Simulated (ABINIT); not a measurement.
Planning a run of ABINIT 10.8.3 on GaAs (F-43m). The input:

```
acell 3*1.0 Angstrom
rprim 
  0.000000000000 2.826850000000 2.826850000000
  2.826850000000 0.000000000000 2.826850000000
  2.826850000000 2.826850000000 -0.000000000000
ntypat 2
znucl 31 33
natom 2
typat 1 2
xred 
  0.000000000000 0.000000000000 0.000000000000
  0.250000000000 0.250000000000 0.250000000000
pp_dirpath "pseudos"
pseudos "Ga.upf, As.upf"
ecut 45
ngkpt 4 4 4
nshiftk 1
shiftk 0 0 0
kptopt 1
chksymbreak 0
istwfk *1
occopt 1
irdwfk 1
optdriver 3
nband 82
ecuteps 5
inclvkb 2
awtr 1
symchi 1
indata_prefix "in"
outdata_prefix "out"
tmpdata_prefix "tmp"
```

```sh
OMP_NUM_THREADS=1 mpirun -n 4 abinit run.abi > log
```

**Question.** How long will it take on 4 MPI ranks of Intel Xeon 6975P-C (Granite Rapids), shared host, and how much memory?

It took 47 s; on shared hardware allow 24 s to 94 s. Peak host memory was 1.1 GiB.

[Paths, hosts, dates, memory and timing lines, banners, echoed tables and standing remarks are left out of the program output.]

[Logs are printed without paths, hosts, clocks, repeated set-up lines and the standing remarks that a program may print on its own settings, such as how far it seeks lower states.]

[Runs of the session that timed out or met a known fault of the program may be left out.]

[Hosts, paths, dates, database ids (printed as entryN), source tags and the programs' standing remarks are cut or masked in the printed files.]

[G0W0 gaps are taken among the corrected bands and points alone; a level outside them can change the order at an edge.]

[Where Ansatz stands beside ABINIT at settings called matched, ABINIT's density can come from a denser mesh and the files from another edition; pairs whose starting gaps differed by over 0.03 eV were left out, so agreement reads better than it is.]
